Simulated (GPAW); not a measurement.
# CdTe: band structure with rSCAN

**Measured values to compare with.**

A printed reference work, data compilation reports, for a bulk crystal of CdTe at 0 K: band gap 1.607 eV.

Crystal: CdTe.

```
CELL_PARAMETERS angstrom
4.53255 0.00000 0.00000
2.26628 3.92531 0.00000
2.26628 1.30844 3.70082
ATOMIC_POSITIONS crystal
Te 0.75000 0.75000 0.75000
Cd 0.00000 0.00000 0.00000
```

- Program: GPAW 26.7.0
- Task: band structure
- Functional: rSCAN
- Potentials or basis: GPAW PAW data sets (gpaw-data 1.2.1)
- Cutoff: 600 eV
- Basis: pw
- k mesh: 6 × 6 × 6
- Occupations: fermi-dirac, width 0.05 eV
- Spin: spin-orbit coupling, no magnetisation
- Maxiter: 150
- Band path: GXWKGLUWLK,UX
- Band points: 100
- spin axis theta (degrees): 90
- spin axis phi (degrees): 0
- Soc after scf: second variation without the xc potential

```
Pressure                : 2.9 GPa
Band gap on the k mesh  : 1.02 eV, direct
Band gap along the path : 1.02 eV, direct
```

Levels at the corners of the path, in eV from the valence-band top:
```csv
point,band 14,band 15,band 16,band 17,band 18,band 19,band 20,band 21,band 22,band 23
Γ,-0.93,0.00,0.00,0.00,0.00,1.02,1.02,4.42,4.42,4.79
X,-4.87,-2.54,-2.54,-2.17,-2.17,2.47,2.47,2.66,2.66,9.11
W,-4.58,-3.17,-2.67,-2.67,-2.64,4.20,4.61,4.64,4.69,5.68
K,-4.62,-3.30,-2.97,-2.00,-1.96,2.85,2.87,4.49,4.69,7.52
Γ,-0.93,0.00,0.00,0.00,0.00,1.02,1.02,4.42,4.42,4.79
L,-5.04,-1.45,-1.45,-0.88,-0.88,1.93,1.93,5.17,5.17,5.32
U,-4.62,-3.30,-2.97,-2.00,-1.96,2.85,2.87,4.49,4.69,7.52
W,-4.58,-3.17,-2.67,-2.67,-2.64,4.20,4.61,4.64,4.69,5.68
L,-5.04,-1.45,-1.45,-0.88,-0.88,1.93,1.93,5.17,5.17,5.32
K,-4.62,-3.30,-2.97,-2.00,-1.96,2.85,2.87,4.49,4.69,7.52
U,-4.62,-3.30,-2.97,-2.00,-1.96,2.85,2.87,4.49,4.69,7.52
X,-4.87,-2.54,-2.54,-2.17,-2.17,2.47,2.47,2.66,2.66,9.11
```

Run time: 4.8 min on 1 thread of Arm Neoverse V1 (shared host), peak memory 0.51 GiB.

A measured gap of CdTe is 1.607 eV (0 K; a printed reference work, data compilation); the calculated 1.02 eV misses it by -0.59 eV. The value is that of rSCAN, without temperature or zero-point motion.

Caveat: spin-orbit coupling was added after a scalar SCF, so levels and gaps hold it while energy, forces, pressure and moments don't; this program's spin-orbit splittings come out too wide for heavy elements; the PAW data sets were made with another functional, which shifts forces and pressure a little.
